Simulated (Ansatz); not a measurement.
## Structure types of La compared at 4.4 GPa

Structure types of La are relaxed in primitive cells with their symmetry kept at 4.4 GPa, first on PAW files, then by LAPW. The enthalpy is E + pV at zero temperature, without zero-point motion. Only the types listed were tried, and differences under about 5 meV/atom are mesh noise. Not among the end structures: fcc, which may lie lower.

Computed with Ansatz 0.2.0; functional PBE, scalar-relativistic. Settings: Fermi–Dirac smearing of 0.05 eV, no spin polarisation. Methods: LAPW: all electrons, basis error target 0.5 meV/atom; PAW: frozen-core files, cutoff 420 eV.

k meshes: bcc 13×13×13, hcp 12×12×7, omega 7×7×9, beta tin 13×13×13, diamond 10×10×10.

Spin–orbit coupling is left out, which matters for the heavy atoms.

Task: Which type is lowest in enthalpy, and by how much?

Result: omega, 6 meV/atom below hcp. The whole table:

```
start type             ends as          a, b, c (Å)  V (Å³/atom)  H − H(lowest), LAPW (meV/atom)  same, PAW
       bcc          bcc, Im-3m  4.043, 4.043, 4.043        33.04                           115.6      116.2
       hcp       hcp, P6_3/mmc  3.571, 3.571, 5.868        32.41                             5.9        6.0
     omega       omega, P6/mmm  5.733, 5.733, 3.409        32.34                             0.0        0.0
  beta tin  beta tin, I4_1/amd  5.892, 5.892, 3.589        31.15                           202.0      201.1
   diamond      diamond, Fd-3m  6.507, 6.507, 6.507        34.44                          1015.9     1013.8
```
